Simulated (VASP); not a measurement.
All values below come from PBE GGA, VASP's PBE PAW potentials (set 64) (plane waves; VASP).

VASP input:

KPOINTS:
```
Automatic mesh
0
G
 4 4 2
0 0 0
```

File POSCAR:
```
CsPbI3
1
    6.3793070000     0.0000000000     0.0000000000
    0.0000000000     6.3793070000     0.0000000000
    0.0000000000     0.0000000000    12.7586140000
Cs Pb I
2 2 6
Direct
  0.5000000000   0.5000000000   0.2500000000
  0.5000000000   0.5000000000   0.7500000000
  0.0000000000   0.0000000000   0.0000000000
  0.0000000000   0.0000000000   0.5000000000
  0.0000000000   0.0000000000   0.2500000000
  0.0000000000   0.0000000000   0.7500000000
  0.5000000000   0.0000000000   0.0000000000
  0.5000000000   0.0000000000   0.5000000000
  0.0000000000   0.5000000000   0.0000000000
  0.0000000000   0.5000000000   0.5000000000
```

INCAR:
```
LWAVE = .False.
SYSTEM = CsPbI3
LCHARG = .False.
ALGO = Normal   # blocked Davidson
LREAL = .False.   # projection in real space or not
ENCUT = 300
LASPH = .True.   # aspherical one-centre terms
GGA = PE   # PBE
ISMEAR = 0
ISIF = 2   # forces and stress, cell fixed
NELM = 100   # most electronic steps
LMAXMIX = 4
PREC = Accurate
SIGMA = 0.01   # width (eV)
EDIFF = 1E-6   # SCF stop (eV)
```

POTCAR, in this order: Cs_sv Pb_d I (PBE.64 set). Program: vasp_std.

Output

**OSZICAR**
```
       N       E                     dE             d eps       ncg     rms          rms(c)
DAV:   1     0.610044184766E+03    0.61004E+03   -0.26362E+04  1320   0.918E+02
DAV:   2     0.404639550871E+02   -0.56958E+03   -0.55980E+03  1604   0.272E+02
DAV:   3    -0.256383576937E+02   -0.66102E+02   -0.65915E+02  1464   0.112E+02
DAV:   4    -0.287890856374E+02   -0.31507E+01   -0.31465E+01  1744   0.322E+01
DAV:   5    -0.288757926659E+02   -0.86707E-01   -0.86697E-01  1652   0.397E+00    0.474E+00
DAV:   6    -0.281278090063E+02    0.74798E+00   -0.11818E+00  1736   0.473E+00    0.323E+00
DAV:   7    -0.280363075736E+02    0.91501E-01   -0.84935E-01  1648   0.306E+00    0.146E+00
DAV:   8    -0.280500426685E+02   -0.13735E-01   -0.11941E-01  1564   0.195E+00    0.399E-01
DAV:   9    -0.280490168917E+02    0.10258E-02   -0.49150E-03  1752   0.412E-01    0.242E-01
DAV:  10    -0.280491399194E+02   -0.12303E-03   -0.52753E-03  1596   0.375E-01    0.136E-01
DAV:  11    -0.280493938172E+02   -0.25390E-03   -0.93577E-04  1432   0.142E-01    0.315E-02
DAV:  12    -0.280493993598E+02   -0.55426E-05   -0.12155E-04  1816   0.672E-02    0.953E-03
DAV:  13    -0.280494003596E+02   -0.99982E-06   -0.10312E-05  1504   0.178E-02    0.577E-03
DAV:  14    -0.280494004625E+02   -0.10289E-06   -0.10030E-06   964   0.598E-03
   1 F= -.28049400E+02 E0= -.28049400E+02  d E =-.116847E-11
```

**OUTCAR**
```
------------------------ aborting loop because EDIFF is reached ----------------------------------------
  FORCE on cell =-STRESS in cart. coord.  units (eV):
  Direction    XX          YY          ZZ          XY          YZ          ZX
  --------------------------------------------------------------------------------------
  Total        0.3387210      0.3387210      0.3386998      0.0000000      0.0000000      0.0000000
  in kB        1.0452066      1.0452066      1.0451413      0.0000000      0.0000000      0.0000000
  external PRESSURE =       1.0451849 kB  Pullay stress =       0.0000000 kB
  volume of cell :      519.22
      direct lattice vectors                 reciprocal lattice vectors
     6.379307000  0.000000000  0.000000000     0.156756839  0.000000000  0.000000000
     0.000000000  6.379307000  0.000000000     0.000000000  0.156756839  0.000000000
     0.000000000  0.000000000 12.758614000     0.000000000  0.000000000  0.078378419
 POSITION                                       TOTAL-FORCE (eV/Angst)
 -----------------------------------------------------------------------------------
      3.18965      3.18965      3.18965         0.000000      0.000000      0.000000
      3.18965      3.18965      9.56896         0.000000      0.000000      0.000000
      0.00000      0.00000      0.00000        -0.000000     -0.000000     -0.000000
      0.00000      0.00000      6.37931        -0.000000     -0.000000     -0.000000
      0.00000      0.00000      3.18965        -0.000000      0.000000     -0.000000
      0.00000      0.00000      9.56896         0.000000      0.000000     -0.000000
      3.18965      0.00000      0.00000         0.000000      0.000000     -0.000000
      3.18965      0.00000      6.37931         0.000000      0.000000     -0.000000
      0.00000      3.18965      0.00000         0.000000      0.000000     -0.000000
      0.00000      3.18965      6.37931         0.000000      0.000000     -0.000000
 -----------------------------------------------------------------------------------
    total drift:                                0.000000     -0.000000      0.000000
  FREE ENERGIE OF THE ION-ELECTRON SYSTEM (eV)
  ---------------------------------------------------
  free  energy   TOTEN  =       -28.0494004625 eV

  energy  without entropy=      -28.0494004625  energy(sigma->0) =      -28.04940046
```
(Selected blocks of OUTCAR.)

At this cut-off the stress carries a Pulay error, which pulls relaxed volumes low.

The structure comes from a computed database's CsPbI3 entry; how it stands against other phases isn't given here. The cell was not relaxed at this level. The run is one of a series of settings (KPOINTS 4×4×2 Γ-centred mesh against the base run), some of them coarse on purpose.
